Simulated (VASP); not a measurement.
# KCl (Sylvite) (Fm-3m) in VASP: further runs

The runs below take KCl (Sylvite) through single point, with PBE.

All numbers are computed with VASP 6.6.1; they aren't measurements. Logs are shortened: lines on timing, memory, paths and dates and some standing lists are left out, and cuts for length are marked.

**The experiment to reproduce.**

From a printed reference work, monograph, for a bulk crystal of KCl: band gap 8.68 eV.

The runs below are set against these values where they give the same quantity.

## 1. The cell of the first run

The structure is cubic, space group Fm-3m (No. 225). The conventional cell has a = 6.335 Å, b = 6.335 Å, c = 6.335 Å, α = 90.00°, β = 90.00°, γ = 90.00°. Within 4.2 Å of K (site symmetry m-3m) lie 6 Cl at 3.17 Å. Cl (site symmetry m-3m) has 6 K at 3.17 Å within 4.2 Å.

## 2. Single point, PBE

INCAR reads:

```
PREC = Accurate
ENCUT = 520
EDIFF = 1E-7
ISMEAR = 0
SIGMA = 0.01
LREAL = False
LASPH = True
NELM = 100
ALGO = Normal
ISIF = 2
LWAVE = False
LCHARG = False
GGA = PE
NBANDS = 15
```

KPOINTS reads:

```
regular mesh
0
Gamma
  6 6 6
```

POSCAR reads:

```
KCl
1.0
    0.0000000000      3.1673081569      3.1673081569
    3.1673081569      0.0000000000      3.1673081569
    3.1673081569      3.1673081569      0.0000000000
K Cl
1 1
Direct
    0.0000000000      0.0000000000      0.0000000000
    0.5000000000      0.5000000000      0.5000000000
```

Potentials or basis: VASP PAW PBE potentials, release 64 (K_sv, Cl).

Started as:

```console
$ cat potpaw_PBE.64/K_sv/POTCAR potpaw_PBE.64/Cl/POTCAR > POTCAR
$ mpirun -np 1 vasp_std > vasp.out
```

OUTCAR:

```text
PREC = Accurate
   ENCUT = 520
   EDIFF = 1E-7
   ISMEAR = 0
   LREAL = False
   LASPH = True
   NELM = 100
   ISIF = 2
   GGA = PE

 ion  position               nearest neighbor table
   1  0.000  0.000  0.000-   2 3.17   2 3.17   2 3.17   2 3.17   2 3.17   2 3.17
   2  0.500  0.500  0.500-   1 3.17   1 3.17   1 3.17   1 3.17   1 3.17   1 3.17

  LATTYP: Found a face centered cubic cell.
 ALAT       =     6.3346163138

  Lattice vectors:

 A1 = (   0.0000000000,   3.1673081569,   3.1673081569)
 A2 = (   3.1673081569,   0.0000000000,   3.1673081569)
 A3 = (   3.1673081569,   3.1673081569,   0.0000000000)

Analysis of symmetry for initial positions (statically):
=====================================================================
 Subroutine PRICEL returns:
 Original cell was already a primitive cell.

 Routine SETGRP: Setting up the symmetry group for a
 face centered cubic supercell.

 Subroutine GETGRP returns: Found 48 space group operations
 (whereof 48 operations were pure point group operations)
 out of a pool of 48 trial point group operations.

The static configuration has the point symmetry O_h .

Analysis of symmetry for dynamics (positions and initial velocities):
=====================================================================
 Subroutine PRICEL returns:
 Original cell was already a primitive cell.

 Routine SETGRP: Setting up the symmetry group for a
 face centered cubic supercell.

 Subroutine GETGRP returns: Found 48 space group operations
 (whereof 48 operations were pure point group operations)
 out of a pool of 48 trial point group operations.

The dynamic configuration has the point symmetry O_h .

 Subroutine INISYM returns: Found 48 space group operations
 (whereof 48 operations are pure point group operations),
 and found     1 'primitive' translations

----------------------------------------------------------------------------------------

                                     Primitive cell

  volume of cell :      63.5479

  direct lattice vectors                    reciprocal lattice vectors
     0.000000000  3.167308157  3.167308157    -0.157862758  0.157862758  0.157862758
     3.167308157  0.000000000  3.167308157     0.157862758 -0.157862758  0.157862758
     3.167308157  3.167308157  0.000000000     0.157862758  0.157862758 -0.157862758

  length of vectors
     4.479250152  4.479250152  4.479250152     0.273426317  0.273426317  0.273426317

  position of ions in fractional coordinates (direct lattice)
     0.000000000  0.000000000  0.000000000
     0.500000000  0.500000000  0.500000000

  ion indices of the primitive-cell ions
[... 79 lines left out ...]
   EMIN   =  10.00;   EMAX   =-10.00  energy-range for DOS
   EFERMI =   0.00;   METHOD = LEGACY
   ISMEAR =     0;   SIGMA  =   0.01  broadening in eV -4-tet -1-fermi 0-gaus
   EFERMI_NEDOS =   21; number of points for ismear=-14 and -15
   IALGO  =     38    algorithm
   IMIX   =      4    mixing-type and parameters
     AMIX     =   0.40;   BMIX     =  1.00
     AMIX_MAG =   1.60;   BMIX_MAG =  1.00
  volume/ion in A,a.u.               =      31.77       214.42
  Fermi-wavevector in a.u.,A,eV,Ry     =   1.033748  1.953500 14.539649  1.068634
  Thomas-Fermi vector in A             =   2.168009
   LORBIT       =      0    0 simple, 1 ext, 2 COOP (PROOUT), +10 PAW based schemes
   GGA     = PE    functional components
   LHFCALC =     F    Hartree Fock is set to
   AEXX    =    0.0000 exact exchange contribution
   IVDW    =     0    specifies the selected vdW correction
   LEPSILON=     F    determine dielectric tensor
   LRPA    =     F    only Hartree local field effects (RPA)
 non-spin polarized calculation
 Gauss-broadening in eV      SIGMA  =   0.01
  energy-cutoff  :      520.00
  volume of cell :       63.55
 maximum number of plane-waves:      1724
 NGX is ok and might be reduce to    36
   NGX = 17   NGY = 17   NGZ = 17

 number of electron      15.9999999 magnetization

 Free energy of the ion-electron system (eV)
  ---------------------------------------------------
  ext. energy  EPLUGINS =         0.00000000
  ---------------------------------------------------
  free energy    TOTEN  =        -6.80875640 eV

  energy without entropy =       -6.80875640  energy(sigma->0) =       -6.80875640

 E-fermi :  -1.7720     XC(G=0):  -7.4585

 val. band max:       -1.9196069787   @ k =   0.0000   0.0000   0.0000
 cond. band min:       3.1996753547   @ k =   0.0000   0.0000   0.0000
 fundamental gap:      5.1192823334
 Fermi energy:        -1.7720384332

 k-point     1 :       0.0000    0.0000    0.0000
  band No.  band energies     occupation
      1     -29.1664      2.00000
      2     -14.0154      2.00000
      3     -12.6268      2.00000
      4     -12.6267      2.00000
      5     -12.6267      2.00000
      6      -1.9196      2.00000
      7      -1.9196      2.00000
      8      -1.9196      2.00000
      9       3.1997      0.00000
     10       6.4492      0.00000
     11       6.4492      0.00000
     12       6.4492      0.00000
     13       7.3149      0.00000
     14       7.3149      0.00000
[... 257 lines left out ...]
      2     -13.9907      2.00000
      3     -12.7377      2.00000
      4     -12.6980      2.00000
      5     -12.5742      2.00000
      6      -2.4792      2.00000
      7      -2.3274      2.00000
      8      -2.2700      2.00000
      9       5.3307      0.00000
     10       6.9470      0.00000
     11       7.0644      0.00000
     12       8.1679      0.00000
     13       8.9615      0.00000
     14       9.7085      0.00000
     15      10.2655      0.00000

------------------------ aborting loop because EDIFF is reached ----------------------------------------

  FORCE on cell =-STRESS in cart. coord.  units (eV):
  Direction    XX          YY          ZZ          XY          YZ          ZX
  --------------------------------------------------------------------------------------
  -------------------------------------------------------------------------------------
  Total        0.1580729      0.1580729      0.1580729      0.0000000      0.0000000      0.0000000
  in kB        3.9853549      3.9853549      3.9853549      0.0000000      0.0000000      0.0000000
  external PRESSURE =       3.9853549 kB  Pullay stress =       0.0000000 kB

 VOLUME and BASIS-vectors are now :
 -----------------------------------------------------------------------------
  energy-cutoff  :      520.00
  volume of cell :       63.55
      direct lattice vectors                 reciprocal lattice vectors
     0.000000000  3.167308157  3.167308157    -0.157862758  0.157862758  0.157862758
     3.167308157  0.000000000  3.167308157     0.157862758 -0.157862758  0.157862758
     3.167308157  3.167308157  0.000000000     0.157862758  0.157862758 -0.157862758

 POSITION                                       TOTAL-FORCE (eV/Angst)
 -----------------------------------------------------------------------------------
      0.00000      0.00000      0.00000        -0.000000     -0.000000     -0.000000
      3.16731      3.16731      3.16731         0.000000      0.000000      0.000000
 -----------------------------------------------------------------------------------
    total drift:                                0.000000      0.000000      0.000000

  FREE ENERGIE OF THE ION-ELECTRON SYSTEM (eV)
  ---------------------------------------------------
  free  energy   TOTEN  =        -6.8087564050 eV

  energy  without entropy=       -6.8087564050  energy(sigma->0) =       -6.80875640
```

OSZICAR:

```text
N       E                     dE             d eps       ncg     rms          rms(c)
DAV:   1     0.103357438303E+03    0.10336E+03   -0.69741E+03   480   0.949E+02
DAV:   2    -0.613353287986E+00   -0.10397E+03   -0.93700E+02   628   0.243E+02
DAV:   3    -0.684518666352E+01   -0.62318E+01   -0.62020E+01   662   0.516E+01
DAV:   4    -0.710370696307E+01   -0.25852E+00   -0.25848E+00   735   0.914E+00
DAV:   5    -0.710567909566E+01   -0.19721E-02   -0.19721E-02   683   0.929E-01    0.324E+00
DAV:   6    -0.681027255300E+01    0.29541E+00   -0.42727E-01   599   0.326E+00    0.264E+00
DAV:   7    -0.679504808888E+01    0.15224E-01   -0.10824E-01   634   0.182E+00    0.154E+00
DAV:   8    -0.680741899898E+01   -0.12371E-01   -0.16384E-02   600   0.956E-01    0.186E-01
DAV:   9    -0.680813615872E+01   -0.71716E-03   -0.10468E-03   641   0.201E-01    0.997E-02
DAV:  10    -0.680874854984E+01   -0.61239E-03   -0.66407E-04   515   0.160E-01    0.234E-02
DAV:  11    -0.680875264439E+01   -0.40946E-05   -0.26840E-05   675   0.285E-02    0.475E-03
DAV:  12    -0.680875598965E+01   -0.33453E-05   -0.41302E-06   529   0.143E-02    0.528E-03
DAV:  13    -0.680875626323E+01   -0.27358E-06   -0.72783E-07   627   0.472E-03    0.991E-04
DAV:  14    -0.680875639990E+01   -0.13667E-06   -0.10321E-07   482   0.207E-03    0.349E-04
DAV:  15    -0.680875640497E+01   -0.50725E-08   -0.23983E-09   359   0.340E-04
   1 F= -.68087564E+01 E0= -.68087564E+01  d E =-.208954E-98
```

stdout:

```text
POSCAR found type information on POSCAR K Cl
 POSCAR found :  2 types and       2 ions
 scaLAPACK will be used
 LDA part: xc-table for (Slater+PW92), standard interpolation
 POSCAR, INCAR and KPOINTS ok, starting setup
 FFT: planning ... GRIDC
 FFT: planning ... GRID_SOFT
 FFT: planning ... GRID
 WAVECAR not read
 entering main loop
```

It took 16 s on 1 thread of Intel Xeon Platinum 8259CL at 2.50GHz (Skylake/Cascade Lake), shared host; peak memory 0.2 GiB.

Results:

```
Free energy            : -6.8088 eV
Pressure               : 0.4 GPa
Band gap on the k mesh : 5.12 eV, direct
```

Levels at points of the mesh, in eV from the valence-band top:
| k point | band 6 | band 7 | band 8 | band 9 | band 10 | band 11 |
| --- | --- | --- | --- | --- | --- | --- |
| (0.00, 0.00, 0.00) | 0.00 | 0.00 | 0.00 | 5.12 | 8.37 | 8.37 |
| (0.50, 0.00, 0.00) | -1.02 | -0.31 | -0.31 | 7.53 | 8.52 | 10.46 |
| (0.50, 0.50, 0.00) | -0.64 | -0.22 | -0.22 | 6.55 | 8.26 | 9.96 |

## 3. Single point, PBE

This run uses another cell than the first one, of 32.40 Å³/atom, 1.020 times its volume.

INCAR reads:

```
  PREC = Accurate
  ENCUT = 520
  EDIFF = 1E-6
  ISMEAR = 0
  SIGMA = 0.01
  LREAL = False
  LASPH = True
  NELM = 100
  ALGO = Normal
  ISIF = 2
  LWAVE = False
  LCHARG = False
  GGA = PE
  NBANDS = 15
```

KPOINTS reads:

```
Automatic mesh
0
Gamma
  6 6 6
```

POSCAR reads:

```
KCl
1.0
    0.0000000000      3.1878756693      3.1878756693
    3.1878756693      0.0000000000      3.1878756693
    3.1878756693      3.1878756693      0.0000000000
K Cl
1 1
Direct
    0.0000000000      0.0000000000      0.0000000000
    0.5000000000      0.5000000000      0.5000000000
```

Potentials or basis: VASP PAW PBE potentials, release 64 (K_sv, Cl).

Started as:

```console
$ cat potpaw_PBE.64/K_sv/POTCAR potpaw_PBE.64/Cl/POTCAR > POTCAR
$ mpirun -np 1 vasp_std > vasp.out
```

OUTCAR:

```text
PREC = Accurate
   ENCUT = 520
   EDIFF = 1E-6
   ISMEAR = 0
   LREAL = False
   LASPH = True
   NELM = 100
   ISIF = 2
   GGA = PE

 ion  position               nearest neighbor table
   1  0.000  0.000  0.000-   2 3.19   2 3.19   2 3.19   2 3.19   2 3.19   2 3.19
   2  0.500  0.500  0.500-   1 3.19   1 3.19   1 3.19   1 3.19   1 3.19   1 3.19

  LATTYP: Found a face centered cubic cell.
 ALAT       =     6.3757513386

  Lattice vectors:

 A1 = (   0.0000000000,   3.1878756693,   3.1878756693)
 A2 = (   3.1878756693,   0.0000000000,   3.1878756693)
 A3 = (   3.1878756693,   3.1878756693,   0.0000000000)

Analysis of symmetry for initial positions (statically):
=====================================================================
 Subroutine PRICEL returns:
 Original cell was already a primitive cell.

 Routine SETGRP: Setting up the symmetry group for a
 face centered cubic supercell.

 Subroutine GETGRP returns: Found 48 space group operations
 (whereof 48 operations were pure point group operations)
 out of a pool of 48 trial point group operations.

The static configuration has the point symmetry O_h .

Analysis of symmetry for dynamics (positions and initial velocities):
[... 167 lines left out ...]
      8      -1.9935      2.00000
      9       3.0609      0.00000
     10       6.3622      0.00000
     11       6.3622      0.00000
     12       6.3622      0.00000
     13       7.2175      0.00000
     14       7.2175      0.00000
[... 257 lines left out ...]
      2     -14.0456      2.00000
      3     -12.8516      2.00000
      4     -12.8149      2.00000
      5     -12.6982      2.00000
      6      -2.5408      2.00000
      7      -2.3870      2.00000
      8      -2.3359      2.00000
      9       5.2490      0.00000
     10       6.8122      0.00000
     11       6.8958      0.00000
     12       8.0106      0.00000
     13       8.8214      0.00000
     14       9.5560      0.00000
     15      10.0810      0.00000

------------------------ aborting loop because EDIFF is reached ----------------------------------------

  FORCE on cell =-STRESS in cart. coord.  units (eV):
  Direction    XX          YY          ZZ          XY          YZ          ZX
  --------------------------------------------------------------------------------------
  -------------------------------------------------------------------------------------
  Total        0.0257839      0.0257839      0.0257839     -0.0000000      0.0000000     -0.0000000
  in kB        0.6375669      0.6375669      0.6375669     -0.0000000      0.0000000     -0.0000000
  external PRESSURE =       0.6375669 kB  Pullay stress =       0.0000000 kB

 VOLUME and BASIS-vectors are now :
 -----------------------------------------------------------------------------
  energy-cutoff  :      520.00
  volume of cell :       64.79
      direct lattice vectors                 reciprocal lattice vectors
     0.000000000  3.187875669  3.187875669    -0.156844260  0.156844260  0.156844260
     3.187875669  0.000000000  3.187875669     0.156844260 -0.156844260  0.156844260
     3.187875669  3.187875669  0.000000000     0.156844260  0.156844260 -0.156844260

 POSITION                                       TOTAL-FORCE (eV/Angst)
 -----------------------------------------------------------------------------------
      0.00000      0.00000      0.00000        -0.000000      0.000000     -0.000000
      3.18788      3.18788      3.18788         0.000000     -0.000000      0.000000
 -----------------------------------------------------------------------------------
    total drift:                                0.000000      0.000000      0.000000

  FREE ENERGIE OF THE ION-ELECTRON SYSTEM (eV)
  ---------------------------------------------------
  free  energy   TOTEN  =        -6.8108832334 eV

  energy  without entropy=       -6.8108832334  energy(sigma->0) =       -6.81088323
```

OSZICAR:

```text
N       E                     dE             d eps       ncg     rms          rms(c)
DAV:   1     0.108865807501E+03    0.10887E+03   -0.69855E+03   480   0.946E+02
DAV:   2    -0.323887703150E+00   -0.10919E+03   -0.10120E+03   614   0.245E+02
DAV:   3    -0.689794466631E+01   -0.65741E+01   -0.65498E+01   655   0.531E+01
DAV:   4    -0.711196986496E+01   -0.21403E+00   -0.21398E+00   757   0.917E+00
DAV:   5    -0.711369701307E+01   -0.17271E-02   -0.17271E-02   669   0.901E-01    0.316E+00
DAV:   6    -0.681280813441E+01    0.30089E+00   -0.43436E-01   606   0.325E+00    0.257E+00
DAV:   7    -0.679684904180E+01    0.15959E-01   -0.10776E-01   655   0.181E+00    0.150E+00
DAV:   8    -0.680945780699E+01   -0.12609E-01   -0.17676E-02   606   0.962E-01    0.179E-01
DAV:   9    -0.681027215208E+01   -0.81435E-03   -0.10753E-03   627   0.205E-01    0.994E-02
DAV:  10    -0.681087578371E+01   -0.60363E-03   -0.63877E-04   529   0.159E-01    0.221E-02
DAV:  11    -0.681088015402E+01   -0.43703E-05   -0.26830E-05   672   0.286E-02    0.832E-03
DAV:  12    -0.681088269966E+01   -0.25456E-05   -0.30456E-06   514   0.125E-02    0.393E-03
DAV:  13    -0.681088323340E+01   -0.53374E-06   -0.66882E-07   465   0.473E-03
   1 F= -.68108832E+01 E0= -.68108832E+01  d E =-.389968E-24
```

stdout:

```text
POSCAR found type information on POSCAR K Cl
 POSCAR found :  2 types and       2 ions
 scaLAPACK will be used
 LDA part: xc-table for (Slater+PW92), standard interpolation
 POSCAR, INCAR and KPOINTS ok, starting setup
 FFT: planning ... GRIDC
 FFT: planning ... GRID_SOFT
 FFT: planning ... GRID
 WAVECAR not read
 entering main loop
```

Wall time 14 s (1 thread of Intel Xeon Platinum 8259CL at 2.50GHz (Skylake/Cascade Lake), shared host); peak memory 0.2 GiB.

What came out:

```yaml
Free_energy: -6.8109 eV
Pressure: 0.1 GPa
Band_gap_on_the_k_mesh: 5.05 eV, direct
```

## 4. Single point, PBE

This run uses another cell than the first one, of 33.02 Å³/atom, 1.039 times its volume.

INCAR reads:

```
PREC = Accurate ; ENCUT = 520
EDIFF = 1E-6 ; ISMEAR = 0
SIGMA = 0.01 ; LREAL = False
LASPH = True ; NELM = 100
ALGO = Normal ; ISIF = 2
LWAVE = False ; LCHARG = True
GGA = PE ; LELF = True
LVHAR = True ; NBANDS = 15
```

KPOINTS reads:

```
regular mesh
0
Gamma
  6 6 6
```

POSCAR reads:

```
KCl
1.0
    0.0000000000      3.2081811574      3.2081811574
    3.2081811574      0.0000000000      3.2081811574
    3.2081811574      3.2081811574      0.0000000000
K Cl
1 1
Direct
    0.0000000000      0.0000000000      0.0000000000
    0.5000000000      0.5000000000      0.5000000000
```

Started as:

```console
$ cat potpaw_PBE.64/K_sv/POTCAR potpaw_PBE.64/Cl/POTCAR > POTCAR
$ mpirun -np 1 vasp_std > vasp.out
```

Run time: 16 s. Hardware: 1 thread of Intel Xeon Platinum 8259CL at 2.50GHz (Skylake/Cascade Lake), shared host; peak memory 0.2 GiB.

It converged, with:

| Item | Value |
| --- | --- |
| Free energy | -6.8105 eV |
| Pressure | -0.2 GPa |
| Band gap on the k mesh | 4.99 eV, direct |

Levels at points of the mesh, in eV from the valence-band top:
```tsv
k point	band 4	band 5	band 6	band 7	band 8	band 9	band 10	band 11	band 12	band 13
(0.00, 0.00, 0.00)	-10.80	-10.80	0.00	0.00	0.00	4.99	8.34	8.34	8.34	9.19
(0.50, 0.00, 0.00)	-10.81	-10.59	-0.96	-0.28	-0.28	7.42	8.37	10.33	10.33	11.20
(0.50, 0.50, 0.00)	-10.85	-10.85	-0.62	-0.21	-0.21	6.57	8.08	9.73	10.12	10.39
```

## 5. The runs side by side

```tsv
cell	gap on the mesh (eV)	pressure (GPa)
a = 4.479 Å, angles 60.0°, 2 atoms	5.12	0.4
a = 4.508 Å, angles 60.0°, 2 atoms	5.05	0.1
a = 4.537 Å, angles 60.0°, 2 atoms	4.99	-0.2
```

Alike in all rows: task single point; level PBE; potentials or basis VASP PAW PBE potentials, release 64 (K_sv, Cl); no spin polarisation; k mesh 6 × 6 × 6; cutoff (eV) 520; smearing gaussian 0.01 eV.

Total energies depend on the potentials used, so only differences within one code and one set of settings carry meaning.

## 6. How close it comes

Step 2. Measured gap of KCl: 8.68 eV (a printed reference work, monograph). This calculation gives 5.12 eV (-3.56 eV). The value is that of PBE, without temperature or zero-point motion. Semilocal functionals fall short of measured gaps as a rule.

Step 3. Against the measured gap of KCl, 8.68 eV (a printed reference work, monograph), the calculated 5.05 eV is off by -3.63 eV. The value is that of PBE, without temperature or zero-point motion. Semilocal functionals fall short of measured gaps as a rule.

Step 4. Measured gap of KCl: 8.68 eV (a printed reference work, monograph). This calculation gives 4.99 eV (-3.69 eV). The value is that of PBE, without temperature or zero-point motion. Semilocal functionals fall short of measured gaps as a rule.
